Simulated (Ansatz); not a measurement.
# La (dhcp): from the first guess to the electronic structure, part 2 of 2

What volume does La (dhcp) take, and is it a metal or an insulator at this level? The pressure is brought towards zero step by step, and the electronic structure follows. Whether the element takes this structure at low temperature is a separate question.

Ansatz 0.2.0; DFT r²SCAN, scalar-relativistic, plane waves, PAW (the target; the first runs use scalar-relativistic PBE). Earlier steps stand in the parts before.

## Step 7: Bands and density of states at the final cell

The input, input.yaml:

```yaml
crystal:
  lattice:
    - [3.7844552656, 0.0, 0.0]
    - [-1.8922276328, 3.2774343995, 0.0]
    - [0.0, 0.0, 12.0406706884]
  atoms:
    - { symbol: La, position: [0.0, 0.0, 0.0] }
    - { symbol: La, position: [0.0, 0.0, 0.5] }
    - { symbol: La, position: [0.3333333333, 0.6666666667, 0.25] }
    - { symbol: La, position: [0.6666666667, 0.3333333333, 0.75] }
basis:
  ecutwfc: 500
  ecutrho_ratio: 4
kpoints:
  mp_grid: { grid: [14, 14, 4] }
  band_path:
    path:
      - [[0.0, 0.0, 0.0], [0.5, 0.0, 0.0], [0.33333333, 0.33333333, 0.0], [0.0, 0.0, 0.0], [0.0, 0.0, 0.5], [0.5, 0.0, 0.5], [0.33333333, 0.33333333, 0.5], [0.0, 0.0, 0.5]]
      - [[0.5, 0.0, 0.5], [0.5, 0.0, 0.0]]
      - [[0.33333333, 0.33333333, 0.5], [0.33333333, 0.33333333, 0.0]]
    npoints: 14
hamiltonian:
  xc: r2scan
scf:
  occupations: { method: gaussian, width: 0.05 }
  n_extra_bands: 24
output:
  forces: true
  stress: true
  eigenvalues: true
  populations: true
  hubbard: { sites: [{ species: La, l: f }] }
  dos: { projected: true, de: 0.02, nscf_kmesh: { grid: [21, 21, 6] } }
  bader: false
```

Log:

```text
Warning: RAYON_NUM_THREADS=8 ignored (pool sized by the plan → 8); use --threads N
La: projections on atomic orbitals take those of the free atom [Kr 4d10] 4f0 5s2 5p6 5d1 6s2, of charge +0.00 (hamiltonian.pseudopotentials.projection_atoms); the dataset's partial waves leave at most 1.9e-5 of an orbital's norm unspanned inside its sphere
scf.n_extra_bands = 24 over 22 filled bands (N_el = 44.0): the run solves 46 bands
Engine: ansatz 0.2.0, x86_64-unknown-linux-gnu
Pseudopotentials: kind: paw
Pseudopotential: La, paw, valence charge 11, recommended cutoff 500 eV (meta_gga), La.paw.azcp
Functional definition: r2SCAN
  parameter k0 = 0.174
  parameter k1 = 0.065
  parameter a1 = 4.9479
  exchange = r2scan_x(k0 = k0, k1 = k1, a1 = a1)
  correlation = r2scan_c
Crystal: 4 atoms, lattice volume = 149.344 Å³
Basis set: ecut = 500 eV, 3751 PW (Γ), exchange–correlation on 120×120×360 points (64 copies of the dense FFT grid, shifted against one another)
Bands: 46, of which v1, the nominal top of the filled ones, is band 22 counted from 1 (21 counted from 0)
Symmetry: 24 space group operations
Space group: P63/mmc (ITA 194), of the structure as read, at distance tolerance 5.3e-5 Å
k-points: 72 of 784
Non-local potential: La, projectors of the file, l = 0: 3, l = 1: 2, l = 2: 2, l = 3: 3
PAW form: soft (Blöchl's): semilocal exchange-correlation on the pseudo side does not see the compensation charge
PAW frozen core: La, regenerated for the run's functional (the file was generated under x = pbe(κ = 0.804, μ = 0.2195149727645171), c = pbe(β = 0.06672455060314922))
PAW one-centre angular grid: La, 974 points (default); XC on 160 Gauss nodes
Initial density: superposition of atomic densities (neutral atoms: chi_scale 0, normalization atom), corrected by the library's trained network
Initial wavefunctions: pseudopotential atomic-orbital guess
Functional: x = r2scan, c = r2scan; τ floored in thin density (d = 2e-4 eV/Å³)
SCF iter   1: F=—  HF=-25058.487099 eV  |F-HF|=—  |Δ(HF+E_count)|=         —  Δρ=8.64e-3  dr2=1.17e-1  dr2_τ=1.00e-2  ethr=1.77e-3  ⟨swp⟩=7.6  Hψ=15577  notcnv=0  defer=178
preconditioner: auto → Kerker (q_TF=auto, 2.226 Å⁻¹)  [metal: Δε(μ)=0.021 eV  Ē_g=13.781 eV  σ=0.050 eV  W_gap=0.23  n_scr=38 (ndim 8)  ℏωp=18.2 eV  f_vac=0.000  D(μ)=4.58/eV (n_scr^D=38)]
SCF iter   2: F=—  HF=-25058.719053 eV  |F-HF|=—  |Δ(HF+E_count)|=   2.32e-1  Δρ=4.43e-3  dr2=2.87e-2  dr2_τ=1.42e-3  ethr=2.66e-4  ⟨swp⟩=3.0  Hψ=6064  notcnv=0  defer=1344
SCF iter   3: F=—  HF=-25058.715064 eV  |F-HF|=—  |Δ(HF+E_count)|=   3.99e-3  Δρ=7.81e-4  dr2=1.08e-3  dr2_τ=3.98e-5  ethr=6.53e-5  ⟨swp⟩=3.2  Hψ=3936  notcnv=0  defer=1344
SCF iter   4: F=—  HF=-25058.716237 eV  |F-HF|=—  |Δ(HF+E_count)|=   1.17e-3  Δρ=2.95e-4  dr2=1.52e-4  dr2_τ=2.01e-6  ethr=2.45e-6  ⟨swp⟩=2.2  Hψ=3630  notcnv=0  defer=1344
SCF iter   5: F=—  HF=-25058.716356 eV  |F-HF|=—  |Δ(HF+E_count)|=   1.19e-4  Δρ=7.49e-5  dr2=1.07e-5  dr2_τ=9.84e-8  ethr=3.46e-7  ⟨swp⟩=2.7  Hψ=3418  notcnv=0  defer=1344
SCF iter   6: F=—  HF=-25058.716401 eV  |F-HF|=—  |Δ(HF+E_count)|=   4.48e-5  Δρ=1.70e-5  dr2=4.88e-7  dr2_τ=1.52e-8  ethr=2.44e-8  ⟨swp⟩=2.4  Hψ=4754  notcnv=0  defer=1344
SCF iter   7: F=—  HF=-25058.716401 eV  |F-HF|=—  |Δ(HF+E_count)|=   2.64e-7  Δρ=5.60e-6  dr2=1.28e-7  dr2_τ=4.05e-9  ethr=2.27e-10  ⟨swp⟩=16.7  Hψ=25709  notcnv=0
SCF iter   8: F=-25058.716401 eV  HF=-25058.716401 eV  |F-HF|=3.68e-9  |Δ(HF+E_count)|=   1.76e-8  Δρ=2.14e-6  dr2=7.43e-9  dr2_τ=1.41e-10  ethr=2.27e-10  ⟨swp⟩=6.5  Hψ=11459  notcnv=0
SCF 1 converged in 8 iterations: F = -25058.716401 eV  dr2 = 7.43e-9
NSCF: frozen V_eff on 129 k-points
NSCF: frozen V_eff on 192 k-points
SCF converged after 8 iterations
Free energy (F): -25058.716401 eV
Harris-Foulkes:  -25058.716401 eV  (|F-HF|=3.68e-9)
Internal energy: -25058.710169 eV  (E = F + TS)
E sigma→0 (E₀):  -25058.713285 eV
Entropy (-TS):   -0.006232 eV (-1.558 meV/atom)
Fermi energy:    11.074895 eV
--- Per-component energies (eV) ---
  E_band       = -207.828624
  E_kinetic    = 770.637738
  E_local      = -1335.323300  (includes V_loc(G=0)·N_el)
  E_nonlocal   = 371.201820
  E_hartree    = 420.043866
  E_xc         = -527.398245
  E_vxc        = -640.884004  (∫ρ·V_xc dr)
  E_paw        = -21747.131425  (= ΣΔE_a)
  E_vpaw       = -246.894805  (= ΣTr[D̂ρ^β])
  E_aug_tail   = 0.000000  (compensation charges beyond the density's cutoff)
  E_vtau       = 33.347323  (kinetic-family band-sum trace: ∫τ·v_τ [+ j·A + Jᵃ·Aᵃ] dr)
  E_ewald      = -3011.014673
  E_core_change = 0.274050  (= ΣΔE_core)
  E_smearing   = -0.006232  (= −TS)
  E_closure    = 0.000000  (closes the sum)
  Σ components = -25058.716401   (vs F -25058.716401, Δ=0.00e0)
--- Forces (eV/Å), atoms counted from 1 ---
  atom   1  La     0.00000000     0.00000000     0.00000000
  atom   2  La    -0.00000000     0.00000000     0.00000000
  atom   3  La    -0.00000000    -0.00000000     0.00000000
  atom   4  La     0.00000000     0.00000000     0.00000000
  max |Σ_I F_I| component: 4.63e-18 eV/Å
--- Stress (GPa, compression-positive) ---
        0.033445      -0.000000       0.000000
        0.000000       0.033445       0.000000
        0.000000       0.000000      -0.077439
  P = ⅓ Tr σ = -0.0035 GPa (-0.035 kbar)
--- Band table (eV; the first three rows and the last of 72) ---
  k-point 0: bands = ["-22.9715", "-22.8656", "-22.8488", "-22.7388", "-6.9732", "-6.2799", "-6.2640", "-5.7224", "-5.7224", "-5.6346", "-5.6346", "-5.6097", "-5.6097", "-5.5190", "-5.5190", "-5.4754", "7.7541", "9.1558", "9.1610", "9.2409", "11.6054", "11.7782", "12.4096", "12.4096", "12.4893", "12.4893", "12.5609", "12.5911", "12.6897", "12.7099", "12.7099", "12.8210", "12.8210", "12.9058", "13.0616", "13.0959", "13.0959", "13.0972", "13.0972", "13.1400", "13.1400", "13.1490", "13.1490", "13.1732", "13.2145", "13.6737"]
  k-point 1: bands = ["-22.9630", "-22.9021", "-22.8117", "-22.7479", "-6.9224", "-6.5496", "-5.9806", "-5.7150", "-5.7150", "-5.6625", "-5.6625", "-5.5813", "-5.5813", "-5.5405", "-5.5268", "-5.5268", "7.8823", "8.7238", "9.2702", "9.3497", "11.7246", "11.9998", "12.3128", "12.4346", "12.4346", "12.5023", "12.5023", "12.6931", "12.6931", "12.7296", "12.7385", "12.7826", "12.7826", "12.7996", "13.0301", "13.0980", "13.1032", "13.1032", "13.1063", "13.1063", "13.1376", "13.1376", "13.1455", "13.1455", "13.3263", "13.5942"]
  k-point 2: bands = ["-22.9387", "-22.9387", "-22.7737", "-22.7737", "-6.7756", "-6.7756", "-5.7212", "-5.7212", "-5.6939", "-5.6939", "-5.6939", "-5.6939", "-5.5490", "-5.5490", "-5.5490", "-5.5490", "8.2374", "8.2374", "9.3352", "9.3352", "12.0026", "12.0026", "12.4281", "12.4281", "12.4880", "12.4880", "12.4880", "12.4880", "12.7102", "12.7102", "12.7102", "12.7102", "12.8822", "12.8822", "12.9507", "12.9507", "13.1135", "13.1135", "13.1135", "13.1135", "13.1376", "13.1376", "13.1376", "13.1376", "13.4755", "13.4755"]
  k-point 71: bands = ["-22.7244", "-22.7244", "-22.7028", "-22.7028", "-6.6419", "-6.6419", "-6.5614", "-6.5614", "-6.3494", "-6.3494", "-6.2369", "-6.2369", "-5.8840", "-5.8840", "-5.8075", "-5.8075", "9.9105", "9.9105", "10.6702", "10.6702", "10.9177", "10.9177", "11.0386", "11.0386", "12.0279", "12.0279", "12.0491", "12.0491", "12.9118", "12.9118", "12.9316", "12.9316", "13.0786", "13.0786", "13.1759", "13.1759", "13.2673", "13.2673", "13.3469", "13.3469", "13.5165", "13.5165", "13.5983", "13.5983", "13.6171", "13.6171"]
--- Löwdin populations: 4 sites ---
  site symbol       q [e]
     0     La     10.9821
     1     La     10.9821
     2     La     10.9832
     3     La     10.9832
  spilling = 0.001576 (of n_electrons = 44.000000)
--- Occupation matrices: 4 shells (Löwdin-built; ε = 2.00e-2, provisional) ---
  La0 f_4F: site group D3d (-3m)
  La0 f_4F -      Tr n = 0.0571  λ = 0.003 0.003 0.003 0.011 0.011 0.011 0.016  [7× z3 0.14 (T1u 0.43) Eu(0.57)]
  La1 f_4F: site group D3d (-3m)
  La1 f_4F -      Tr n = 0.0571  λ = 0.003 0.003 0.003 0.011 0.011 0.011 0.016  [7× z3 0.14 (T1u 0.43) Eu(0.57)]
  La2 f_4F: site group D3h (-6m2)
  La2 f_4F -      Tr n = 0.0513  λ = 0.003 0.004 0.004 0.008 0.008 0.011 0.013  [7× z3 0.14 E''(0.29)]
  La3 f_4F: site group D3h (-6m2)
  La3 f_4F -      Tr n = 0.0513  λ = 0.003 0.004 0.004 0.008 0.008 0.011 0.013  [7× z3 0.14 E''(0.29)]
  Tr n, λ and their labels are of the run-group-symmetrised matrices; stabiliser: 48 of 48 elements of G0×{1,Θ} (closed), max defect 3.2e-17 at τ = 4.2e-3
```

It took 17 s on 8 threads of an x86-64 CPU, shared host; peak memory 1.7 GiB.

Read off: volume 37.336 Å³/atom, pressure 0.00 GPa, metallic.

Levels next to the Fermi level at the named points, in eV from the Fermi level:

| point | filled | empty |
| --- | --- | --- |
| Γ | -1.92 -1.91 -1.83 | 0.53 0.70 1.33 |
| M | -0.66 -0.28 -0.21 | 0.53 1.01 1.26 |
| K | -0.53 -0.53 -0.05 | 0.10 0.10 0.94 |
| A | -2.84 -1.74 -1.74 | 0.93 0.93 1.35 |
| L | -1.42 -1.11 -1.11 | 0.78 0.78 1.39 |
| H | -0.09 -0.07 -0.07 | 0.93 0.93 0.94 |

Bands that cross the Fermi level on the path (counted from 0), with the number of crossings: 20: 4, 21: 4, 22: 8, 23: 3.

Counts of states by energy window, in eV from the Fermi level:

| from | to | total | La 4f | La 5d | La 6s |
| --- | --- | --- | --- | --- | --- |
| -7 | -6 | 0.00 | 0.00 | 0.00 | 0.00 |
| -6 | -5 | 0.00 | 0.00 | 0.00 | 0.00 |
| -5 | -4 | 0.00 | 0.00 | 0.00 | 0.00 |
| -4 | -3 | 0.03 | 0.00 | 0.00 | 0.03 |
| -3 | -2 | 0.44 | 0.00 | 0.02 | 0.36 |
| -2 | -1 | 5.20 | 0.09 | 3.70 | 1.16 |
| -1 | 0 | 5.95 | 0.29 | 4.96 | 0.46 |
| 0 | 1 | 6.87 | 1.18 | 4.95 | 0.44 |
| 1 | 2 | 11.87 | 5.79 | 5.28 | 0.42 |

## Step 8: Results

What follows sums up all 2 parts.

| quantity | value |
| --- | --- |
| space group | P6_3/mmc (No. 194) |
| conventional cell | a = 3.784 Å, b = 3.784 Å, c = 12.041 Å, α = 90.00°, β = 90.00°, γ = 120.00° |
| volume | 37.336 Å³/atom |
| pressure | 0.00 GPa |
| gap | none (metal) |
| states at the Fermi level | about 5.9 (mean within 0.5 eV; 8.2 at the level itself) per eV per cell |

What this shows: The volume stayed near 37.34 Å³/atom, where the pressure is zero within 0.01 GPa. It comes out metallic; the largest share of the states at the Fermi level is La 5d (80 % of the projected weight). Against the measured lattice constant a of La, 3.772 Å (quoted in “In situ and real-time monitoring of structure formation during non-reactive sputter deposition of lanthanum and reactive sputter deposition of lanthanum nitride”, 2018, pmc:6068614), the calculated 3.784 Å is off by +0.3 %. The calculation is for 0 K without zero-point motion.
